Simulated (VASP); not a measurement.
Set up this calculation in VASP 6.6.1, as the native input.

```yaml
Task: relaxation of cell and atoms
Functional: PBE
Dispersion: D3(BJ)
Potentials_or_basis: VASP PAW PBE potentials, release 64 (Se, Mo_sv)
Cutoff: 600 eV
k_mesh: 12 × 12 × 1
Occupations: gaussian, width 0.03 eV
Spin: no spin polarisation
Further_INCAR_settings: ALGO = Normal; EDIFF = 1e-06; IBRION = 2; EDIFFG = -0.01; NSW = 90; ISIF = 3
```

The structure of MoSe2 lies in POSCAR:

```
MoSe2
1.0
    3.2880000000      0.0000000000      0.0000000000
   -1.6440000000      2.8474915300      0.0000000000
    0.0000000000      0.0000000000     34.1250000000
Se Mo
6 3
Direct
    0.3333333300      0.6666666700      0.2637362600
    0.3333333300      0.6666666700      0.3582417600
    0.6666666700      0.3333333300      0.4527472500
    0.6666666700      0.3333333300      0.5472527500
    0.3333333300      0.6666666700      0.6417582400
    0.3333333300      0.6666666700      0.7362637400
    0.6666666700      0.3333333300      0.3109890100
    0.3333333300      0.6666666700      0.5000000000
    0.6666666700      0.3333333300      0.6890109900
```

These files were run (other wordings do the same):

INCAR

```
PREC = Accurate
ENCUT = 600
EDIFF = 1E-6
ISMEAR = 0
SIGMA = 0.03
LREAL = False
LASPH = True
NELM = 80
ALGO = Normal
ISIF = 3
LWAVE = False
LCHARG = False
GGA = PE
IVDW = 12
IBRION = 2
NSW = 90
EDIFFG = -0.01
LATTICE_CONSTRAINTS = .TRUE. .TRUE. .FALSE.
KPAR = 4
```

KPOINTS

```
regular mesh
0
Gamma
  12 12 1
```

Potentials or basis: VASP PAW PBE potentials, release 64 (Se, Mo_sv).

The run is started by

```bash
$ cat potpaw_PBE.64/Se/POTCAR potpaw_PBE.64/Mo_sv/POTCAR > POTCAR
$ mpirun -np 4 vasp_std > vasp.out
```

Results of the run:

* Relaxed volume: 35.31 Å³/atom
* Relaxed cell: a = 3.279 Å, b = 3.279 Å, c = 34.125 Å, α = 90.00°, β = 90.00°, γ = 120.00°
* Space group after relaxing (to 0.05 Å): P-6m2 (No. 187)
* Energy gained by relaxing: 23.5 meV/atom
* Ionic steps: 28
* Largest force after relaxing: 0.005 eV/Å
* Band gap on the k mesh: 0.97 eV, indirect (least direct gap 1.49 eV)
* Dispersion energy per atom: -0.432 eV

Wall time 21 min on 4 MPI ranks on Intel(R) Xeon(R) 6975P-C (Granite Rapids) (shared host), peak memory 0.73 GiB a rank.
